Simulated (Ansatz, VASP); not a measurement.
**BaTiO3: VASP beside Ansatz**

File INCAR:

```
  ALGO = Normal
  EDIFF = 1E-8
  ENCUT = 520
  GGA = PE
  ISIF = 2
  ISMEAR = -1
  LASPH = True
  LCHARG = False
  LEFG = True
  LREAL = False
  LWAVE = False
  NBANDS = 28
  NELM = 80
  PREC = Accurate
  SIGMA = 0.05
```

File KPOINTS:

```
k-points
0
Gamma
  8 8 8
```

The input POSCAR:

```
BaTiO3
1.0
    3.9841000000      0.0000000000      0.0000000000
    0.0000000000      2.8370500000      2.8458000000
    0.0000000000     -2.8370500000      2.8458000000
Ba Ti O
1 1 3
Direct
    0.0000000000      0.0000000000      0.0000000000
    0.5000000000      0.5079000000      0.5079000000
    0.0000000000      0.4921000000      0.4921000000
    0.5000000000      0.5025100000      0.9937100000
    0.5000000000      0.9937100000      0.5025100000
```

Input for Ansatz:

```yaml
crystal:
  lattice:
    - [3.9841, 0.0, 0.0]
    - [0.0, 2.83705, 2.8458]
    - [0.0, -2.83705, 2.8458]
  atoms:
    - { symbol: Ba, position: [0.0, 0.0, 0.0] }
    - { symbol: Ti, position: [0.5, 0.5079, 0.5079] }
    - { symbol: O, position: [0.0, 0.4921, 0.4921] }
    - { symbol: O, position: [0.5, 0.50251, 0.99371] }
    - { symbol: O, position: [0.5, 0.99371, 0.50251] }
kpoints:
  mp_grid: { grid: [8, 8, 8] }
  band_path:
    path:
      - [0.0, 0.0, 0.0]
      - [0.0, 0.5, 0.5]
      - [0.0, 0.5015349898, 0.4984650102]
      - [0.0, 0.4984650102, -0.4984650102]
      - [0.0, 0.0, 0.0]
      - [0.5, 0.0, 0.0]
      - [0.5, 0.4984650102, -0.4984650102]
      - [0.5, 0.5015349898, 0.4984650102]
      - [0.5, 0.5, 0.5]
    npoints: 14
scf:
  occupations: { method: fermi_dirac, width: 0.05 }
hamiltonian:
  xc: pbe
  pseudopotentials: { kind: paw }
output:
  forces: true
  stress: true
  eigenvalues: true
  efg: { contact_densities: true }
  populations: true
  bader: true
  dos: { projected: true, de: 0.2, e_range: [-14, 8] }
  write_density: true
  write_potential: true
  elf: true
  volumetric_format: npy
```

Alike in both runs: task electric field gradients; functional PBE; k mesh 8 × 8 × 8; occupations fermi-dirac, width 0.05 eV; no spin polarisation.

```csv
,VASP,Ansatz
version,VASP 6.6.1,Ansatz 0.2.0
potentials or method,"VASP PAW PBE potentials, release 64 (Ba_sv, Ti_sv, O)","PAW with Ansatz's default frozen-core files, scalar-relativistic"
plane-wave cutoff (eV),520,420
valence electrons in the cell,40,40
```

Ansatz gave:

| Property | Result |
| --- | --- |
| gap on the k mesh at the Fermi level (eV) | 1.86 |
| pressure (GPa) | 1.9 |
| largest component of the traceless stress (GPa) | 0.69 |
| rms of the force components (eV/Å) | 0.093 |
| Vzz of the field gradient on the site that differs most (V/Å²) | 25.2 |

**Question.** Which values does VASP return?

**Answer.** gap on the k mesh at the Fermi level (eV): 1.79; pressure (GPa): 3.7; largest component of the traceless stress (GPa): 0.71; rms of the force components (eV/Å): 0.087; Vzz of the field gradient on the site that differs most (V/Å²): 24.2.

Atom by atom the forces differ by 0.009 eV/Å (rms over components). Ansatz warned: «gradients_without_spin_orbit».

Caveats: spin-orbit coupling is left out, which moves the levels of the heavy elements. As with any semilocal functional, this PBE gap is likely too small. A k mesh can miss the band edges.
